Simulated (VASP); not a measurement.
Here is the system:

```cif
data_Br4Na4
_chemical_formula_sum 'Na4 Br4'
_space_group_name_H-M_alt 'Fm-3m'
_space_group_IT_number 225
_space_group_name_Hall '-F 4 2 3'
_cell_length_a 6.03706
_cell_length_b 6.03706
_cell_length_c 6.03706
_cell_angle_alpha 90.000
_cell_angle_beta 90.000
_cell_angle_gamma 90.000
loop_
_atom_site_label
_atom_site_type_symbol
_atom_site_symmetry_multiplicity
_atom_site_Wyckoff_symbol
_atom_site_fract_x
_atom_site_fract_y
_atom_site_fract_z
_atom_site_occupancy
Na1 Na 4 a 0.00000 0.00000 0.00000 1
Br1 Br 4 b 0.50000 0.50000 0.50000 1
```
(The calculation used a cell of 2 atoms; values per cell refer to that cell.)

The numbers are results of PBE GGA, VASP's PBE PAW potentials (set 64) (plane waves; VASP), not measurements. Run with 520 eV cut-off, 8×8×8 Γ-centred mesh, Gaussian smearing of 0.050 eV, potentials Na_pv Br.

**Question.** Give the energy at these volumes per atom, relative to the lowest: 25.86, 26.68, 27.51, 28.33, 29.16 Å³.

**Answer.** 6.7, 1.6, 0.0, 1.4, 5.4 meV/atom. A third-order Birch-Murnaghan fit gives B0 = 19.4 GPa and B0′ = 4.7.

The compound is NaBr in the rock salt structure. It was relaxed first.
